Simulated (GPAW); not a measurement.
Runs of GPAW 26.7.0 on MnO. Symmetry: Fm-3m, No. 225, cubic system. Conventional cell: a = 4.448 Å, b = 4.448 Å, c = 4.448 Å, α = 90.00°, β = 90.00°, γ = 90.00°. Mn (site symmetry m-3m) has 6 O at 2.22 Å as nearest neighbours. O (site symmetry m-3m) is surrounded by 6 Mn at 2.22 Å. The cell is a database's computed one.

| task | level | potentials or basis | cell | k mesh | cutoff (eV) | smearing | band path | band points | eigensolver | grid spacing | gap on the mesh (eV) | pressure (GPa) | moment (μB) |
| --- | --- | --- | --- | --- | --- | --- | --- | --- | --- | --- | --- | --- | --- |
| band structure | BP86 | PAW data sets generated in the run's folder for this functional, pw | as given | 7 × 7 × 7 | 800 | fermi-dirac 0.05 eV | GXWKGLUWLK,UX | 100 | - | - | - | -1.1 | (b) |
| single point | PBEsol | PAW data sets generated in the run's folder for this functional, pw | the cell as VASP's run set it | 10 × 10 × 10 | 800 | gaussian 0.1 eV | - | - | - | - | none | -5.8 | 4.72 |
| band structure | r2SCAN | GPAW PAW data sets (gpaw-data 1.2.1), pw | as given | 7 × 7 × 7 | 800 | fermi-dirac 0.05 eV | GXWKGLUWLK,UX | 100 | - | - | - | 3.4 | 4.99 |
| band structure | vdW-DF | GPAW PAW data sets (gpaw-data 1.2.1), pw | as given | 7 × 7 × 7 | 800 | fermi-dirac 0.05 eV | GXWKGLUWLK,UX | 60 | - | - | - | - | 4.72 |
| band structure | OLYP | PAW data sets generated in the run's folder for this functional, pw | as given | 7 × 7 × 7 | 800 | fermi-dirac 0.05 eV | GXWKGLUWLK,UX | 60 | davidson | - | - | 7.4 | 4.90 |
| band structure | PBE | GPAW PAW data sets (gpaw-data 1.2.1), pw | as given | 7 × 7 × 7 | 800 | fermi-dirac 0.05 eV | GXWKGLUWLK,UX | 80 | - | - | - | -0.2 | (c) |
| hyperfine couplings | RPBE | the program's PAW data sets (release 1.2.1) made for this functional, fd | as given | 10 × 10 × 10 | - | fermi-dirac 0.05 eV | - | - | - | 0.16 Å | none | - | (a) |
| band structure | LDA | PAW data sets generated in the run's folder for this functional, pw | as given | 7 × 7 × 7 | 800 | fermi-dirac 0.05 eV | GXWKGLUWLK,UX | 80 | - | - | - | -15.4 | 4.57 |
| single point | LDA | the program's PAW data sets (release 1.2.1) made for this functional, pw | as given | 10 × 10 × 10 | 800 | gaussian 0.05 eV | - | - | - | - | none | -16.0 | 4.53 |
| band structure | vdW-DF-cx | GPAW PAW data sets (gpaw-data 1.2.1), pw | as given | 7 × 7 × 7 | 800 | fermi-dirac 0.05 eV | GXWKGLUWLK,UX | 60 | - | - | - | - | 4.67 |
| band structure | LDA | the program's PAW data sets (release 1.2.1) made for this functional, pw | as given | 7 × 7 × 7 | 800 | fermi-dirac 0.05 eV | GXWKGLUWLK,UX | 100 | - | - | - | -15.4 | 4.57 |
| single point | PBE | GPAW PAW data sets (gpaw-data 1.2.1), pw | as given | 10 × 10 × 10 | 800 | fermi-dirac 0.05 eV | - | - | - | - | none | 1.4 | (d) |

Alike in all rows: spin collinear, ferromagnetic start.

**Question.** Fill in the values left out.

**Answer.** (a) 4.81; (b) 4.65; (c) 4.69; (d) 4.77.

Caveats: a cell with one magnetic atom can't hold antiferromagnetic order, which such compounds often take; semilocal functionals often make such compounds metallic where correlation or magnetic order opens a gap, which also shifts bond lengths; the PAW data sets were made with another functional, which shifts forces and pressure a little (some runs); so large a pressure means that the cell lies far from this level's equilibrium, or that cutoff or potentials fall short (some runs); the dipolar part lacks the spin inside other atoms' spheres (some runs).

A k mesh can miss the band edges.

A gap of «none» marks a metal or a gap under the smearing width.

Not every run made on this cell is shown here.
